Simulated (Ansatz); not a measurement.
**CuI: the cell at several levels of theory**

The task here is to estimate one member of a computed series from the others.

The COD entry's cell or inner coordinates are ideal or old and differ from later refinements, so a difference from it is no clean test against experiment.

Program: Ansatz 0.2.0. PAW datasets, plane waves, zero pressure. No spin polarisation and no zero-point or thermal motion.

### Starting point

Space group F-43m (No. 216), cubic; a = 6.063 Å in the conventional setting, 27.86 Å³ an atom. Near Cu stand 4 I at 2.63 Å; near I stand 4 Cu at 2.63 Å.

Coordinates:

```
CELL_PARAMETERS angstrom
0.00000 3.03150 3.03150
3.03150 0.00000 3.03150
3.03150 3.03150 0.00000
ATOMIC_POSITIONS crystal
Cu 0.25000 0.25000 0.25000
I 0.00000 0.00000 0.00000
```

The first run:

input.yaml reads:

```yaml
crystal:
  lattice:
    - [0.0, 3.0315, 3.0315]
    - [3.0315, 0.0, 3.0315]
    - [3.0315, 3.0315, 0.0]
  atoms:
    - { symbol: Cu, position: [0.25, 0.25, 0.25] }
    - { symbol: I, position: [0.0, 0.0, 0.0] }
kpoints:
  mp_grid: { grid: [6, 6, 6] }
hamiltonian:
  xc: pbe
scf:
  occupations: { method: fermi_dirac, width: 0.02 }
relax:
  f_tol: 0.005
  cell: {}
```

Started as:

```console
$ ansatz run input.yaml --threads 2 --pin off --max-ram 2211MiB --backend cpu --events-out ev --progress --plain --runs-dir out
```

Steps of the session up to this table: Relaxing with PBE; r2SCAN: cell and atoms; PBEsol: cell and atoms; Relaxation with LDA; HSE06: cell and atoms.

One table of the session follows, with a row left open; its other results are not shown here.

```
 level  a (Å)  volume (Å³/atom)
   PBE  6.079            28.079
r2SCAN      ?                 ?
PBEsol  5.939            26.187
   LDA  5.863            25.194
 HSE06  6.106            28.454
```

Q: Estimate the row for r2SCAN from the others.

As computed: a (Å): 6.024; volume (Å³/atom): 27.326. In the column «a (Å)» it lies between PBEsol (5.939) and PBE (6.079).

What this shows: The first relaxation changed the volume by +0.8 % from the start. The volume runs from LDA (least) to HSE06 (most), a spread of 12.9 %, or 4.1 % in length if all axes shared it alike. LDA's volume lies 10.3 % below PBE's. The meshes differ: PBE 6×6×6, r2SCAN 6×6×6, PBEsol 6×6×6, LDA 6×6×6, HSE06 4×4×4.
